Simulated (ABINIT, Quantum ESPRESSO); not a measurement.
## AgCl: electronic dielectric constant by level of theory

**What was measured.** The electronic dielectric constant of AgCl (Chlorargyrite) (Fm-3m) is reported as 3.92 (a printed reference work). The runs below try to reproduce it.

It takes space group Fm-3m (No. 225, cubic). Conventional cell: a = 5.470 Å, b = 5.470 Å, c = 5.470 Å, α = 90.00°, β = 90.00°, γ = 90.00°. Ag (site symmetry m-3m) is surrounded by 6 Cl at 2.73 Å. Around Cl (site symmetry m-3m) lie 6 Ag at 2.73 Å.

```tsv
rung	level	program and potentials	cutoff (eV)	k mesh	smearing	task	spin	core time	chip	electronic dielectric constant	miss	notes
GGA	PBE	Quantum ESPRESSO, SSSP 1.3 efficiency PBE	816	4 × 4 × 4, shifted	fixed	phonons	off	4.5 min	Intel Xeon Platinum 8375C Ice Lake	5.18	+32.1 %	13 valence electrons an atom on average
LDA	LDA	Quantum ESPRESSO, JTH 2.0 LDA	707	6 × 6 × 6, shifted	fixed	phonons	off	5.2 min	Arm Neoverse V2	5.79	+47.7 %	9 valence electrons an atom on average; cell relaxed first (19.21 Å³/atom)
GGA	PBE	Quantum ESPRESSO, JTH 2.0 PBE	707	6 × 6 × 6, shifted	fixed	phonons	off	6.6 min	Arm Neoverse V2	4.93	+25.8 %	9 valence electrons an atom on average; cell relaxed first (22.09 Å³/atom)
LDA	LDA	Quantum ESPRESSO, PseudoDojo 0.4.1 SR LDA standard	1170	6 × 6 × 6, shifted	fixed	dielectric tensor	off	6.9 min	Arm Neoverse V2	5.62	+43.4 %	13 valence electrons an atom on average
GGA	AM05	Quantum ESPRESSO, PseudoDojo 0.4.1 SR PBE standard	1116	6 × 6 × 6, shifted	fixed	dielectric tensor	off	7.4 min	Arm Neoverse V2	5.37	+37.0 %	potentials made for PBE; 13 valence electrons an atom on average
GGA	WC	Quantum ESPRESSO, PseudoDojo 0.4.1 SR PBE standard	1116	6 × 6 × 6, shifted	fixed	dielectric tensor	off	7.5 min	Arm Neoverse V2	5.49	+40.1 %	potentials made for PBE; 13 valence electrons an atom on average
GGA	BLYP	Quantum ESPRESSO, PseudoDojo 0.4.1 SR PBE standard	1116	6 × 6 × 6, shifted	fixed	dielectric tensor	off	7.7 min	Arm Neoverse V2	5.16	+31.6 %	potentials made for PBE; 13 valence electrons an atom on average
GGA	PBEsol	Quantum ESPRESSO, PseudoDojo 0.4.1 SR PBEsol standard	1116	6 × 6 × 6, shifted	fixed	dielectric tensor	off	7.8 min	Arm Neoverse V2	5.47	+39.5 %	13 valence electrons an atom on average
GGA	PBE	Quantum ESPRESSO, PseudoDojo 0.4.1 SR PBE standard	1116	6 × 6 × 6, shifted	fixed	dielectric tensor	off	7.9 min	Arm Neoverse V2	5.23	+33.4 %	13 valence electrons an atom on average
GGA	PBE	Quantum ESPRESSO, PseudoDojo 0.4.1 SR PBE standard	1116	8 × 8 × 8, shifted	fixed	dielectric tensor	off	14 min	Arm Neoverse V1	5.23	+33.4 %	13 valence electrons an atom on average
GGA	PBE	ABINIT, PseudoDojo NC SR PBE v0.4.1 standard	1088	4 × 4 × 4, 4 shifts	fixed	dielectric tensor	off	19 min	Arm Neoverse V1	5.23	+33.4 %	13 valence electrons an atom on average
GGA	PBE	Quantum ESPRESSO, PseudoDojo 0.4 FR PBE standard	1116	6 × 6 × 6, shifted	fixed	dielectric tensor	SOC, no magnetisation	32 min	Arm Neoverse V1	5.24	+33.7 %	13 valence electrons an atom on average
```

Times are single runs on shared hosts and different chips, so they are rough; meshes, cutoffs and the tasks' sizes weigh on the time. Smearing widths are in eV. The cell comes from a database and isn't always the measured one. Meshes differ between rows, which moves values too. All levels ran on this one cell, unrelaxed unless noted. Meshes are those of the run's cell of 2 atoms unless a note names another. Misses use the values as printed. Runs on faulty files, with rough fits or with known faults for this quantity aren't shown.

By rung: LDA in relaxed cells 5.79; LDA 5.62; GGA 5.16 to 5.49; GGA in relaxed cells 4.93. Measured: 3.92 (a printed reference work). Closest is PBE with Quantum ESPRESSO, JTH 2.0 PBE (+25.8 %). The runs are for a static lattice, while measurements hold temperature and zero-point motion.
